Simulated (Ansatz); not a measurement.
Cold compression of Na (fcc type)

```xyz
1
Lattice="0.0000 2.6440 2.6440 2.6440 0.0000 2.6440 2.6440 2.6440 0.0000" Properties=species:S:1:pos:R:3 pbc="T T T"
Na    0.0000    0.0000    0.0000
```

The cell comes from a relaxation on PAW files under the same functional, begun from a prototype that needn't be the stable phase.

Its volume is scaled at fixed shape and fractional positions.

Computed with Ansatz 0.2.0; functional PBE, scalar-relativistic. Settings: a Γ-centred 14×14×14 k mesh, Fermi–Dirac smearing of 0.1 eV, no spin polarisation. Methods: LAPW: all electrons, basis error target 1 meV/atom; PAW: frozen-core files, cutoff 420 eV; crystal datasets: all electrons, by PAW datasets that the program makes for each cell; norm-conserving: pseudopotentials, cutoff 1197 eV; PAW (cutoff 1000 eV): frozen-core files, cutoff 1000 eV.

Energies are extrapolated to zero smearing and count from the unscaled cell; pressure is positive in compression; gaps take the mesh and a band path. No temperature or zero-point motion is included.

The structure type is held throughout; the real material can change phase at far lower pressure.

```
V/V0  V (Å³/atom)  P LAPW (GPa)  ΔE LAPW (eV/atom)  P PAW − LAPW (GPa)  ΔE PAW − LAPW (meV/atom)
1.00        36.97          0.04              0.000               -0.01                       0.0
0.95        35.12          0.48              0.003               -0.01                      -0.1
0.85        31.42          1.75              0.027               -0.02                      -0.4
0.75        27.73             ?                  ?                   ?                         ?
0.65        24.03          7.50              0.215               -0.02                      -1.1
0.55        20.33         14.21              0.457               -0.01                      -1.4
0.45        16.64          27.7              0.921                0.02                      -1.3
0.40        14.79          39.9              1.305                0.04                      -0.9
```

Q: Fit the Vinet equation to the LAPW pressures shown (residuals weighted by 1/(|P| + 0.03·Pmax)), and predict the pressure of the withheld row.

A: The fit gives V0 = 37.23 Å³/atom, B0 = 7 GPa and B0′ = 4.37. At 27.73 Å³/atom, x = (V/V0)^(1/3) = 0.9065, and P = 3·B0·(1 − x)/x²·exp[1.5·(B0′ − 1)·(1 − x)] = 3.84 GPa. The run itself gave 3.86 GPa (-0.5 % off) and ΔE = 0.089 eV/atom.

Q: At the smallest volume, how far do crystal datasets and norm-conserving and PAW (cutoff 1000 eV) lie from LAPW in pressure?

A: crystal datasets: 0.00 GPa; norm-conserving: +0.02 GPa; PAW (cutoff 1000 eV): +0.03 GPa, on a LAPW pressure of 39.9 GPa.

Q: How do the Löwdin populations by LAPW change from the unscaled cell to the last row?

A: Na 3s 0.96 → 1.01 electrons an atom. These are projections on the shells that the free atoms fill; 0.04 e a cell lies outside them at the start and 0.02 e at the end.
